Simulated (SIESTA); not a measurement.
Write the native input for SIESTA 5.4.2 that does the following.

| Quantity | Value |
| --- | --- |
| Task | single point |
| Functional | PBEsol |
| Potentials or basis | PseudoDojo 0.4 standard (PBEsol files) |
| Basis | DZP (energy shift 0.003 Ry; two zetas on semicore shells) |
| Grid cutoff | 800 Ry |
| Energy shift | 0.003 Ry |
| k mesh | 9 × 9 × 9 |
| Occupations | fermi-dirac, width 0.05 eV |
| Spin | no spin polarisation |

Crystal: ZnS.

```
Zn S
1.0
     0.00000    2.70200    2.70200
     2.70200    0.00000    2.70200
     2.70200    2.70200    0.00000
Zn S
1 1
Direct
  0.75000 0.75000 0.75000
  0.00000 0.00000 0.00000
```

These files were run (other wordings do the same):

ZnS.fdf

```
SystemName                      ZnS
SystemLabel                     ZnS
NumberOfSpecies                 2
NumberOfAtoms                   2
%block ChemicalSpeciesLabel
  1  30 Zn
  2  16 S
%endblock ChemicalSpeciesLabel

UseStructFile                   true

%block kgrid.MonkhorstPack
    9   0   0  0.0
    0   9   0  0.0
    0   0   9  0.0
%endblock kgrid.MonkhorstPack
XC.Functional                   GGA
XC.Authors                      PBEsol
PAO.BasisSize                   DZP
PAO.EnergyShift                 0.003 Ry
Mesh.Cutoff                     800 Ry
OccupationFunction              FD
ElectronicTemperature           0.05 eV
MaxSCFIterations                120
SCF.MustConverge                false
SCF.Mixer.Method                Pulay
SCF.Mixer.Weight                0.25
SCF.Mixer.History               8
SCF.DM.Tolerance                5.0e-05
SCF.H.Tolerance                 1.0e-03 eV
WriteForces                     true
Charge.Mulliken                 end
%block PAO.Basis
  Zn 5
  n=3 0 2
    2.276 0.000
  n=4 0 2
    6.317 0.000
  n=3 1 2
    2.537 0.000
  n=4 1 1
    6.317
  n=3 2 2
    4.164 0.000
%endblock PAO.Basis
```

ZnS.STRUCT_IN

```
   0.0000000000     2.7020000000     2.7020000000
   2.7020000000     0.0000000000     2.7020000000
   2.7020000000     2.7020000000     0.0000000000
2
1  30    0.7500000000     0.7500000000     0.7500000000
2  16    0.0000000000     0.0000000000     0.0000000000
```

Potentials or basis: PseudoDojo 0.4 standard (PBEsol files), DZP (energy shift 0.003 Ry; two zetas on semicore shells).

Run with:

```sh
$ siesta ZnS.fdf > ZnS.out 2>&1
```

It gave:

```json
{
 "Pressure": "-1.1 GPa",
 "Band gap on the k mesh": "2.36 eV, direct"
}
```

Caveat: short orbitals over semicore shells can move pressures by several GPa; the valence orbitals were made in a potential fitted to the semicore shell under them, which widens gaps by tenths of an eV or more; an odd mesh through Γ misses points on the zone boundary, where band edges often lie; the basis of atomic orbitals isn't converged, which shifts pressures, moduli and gaps.

It took 21 s on 1 thread of Arm Neoverse V1, on a shared host, peak memory 0.21 GiB.
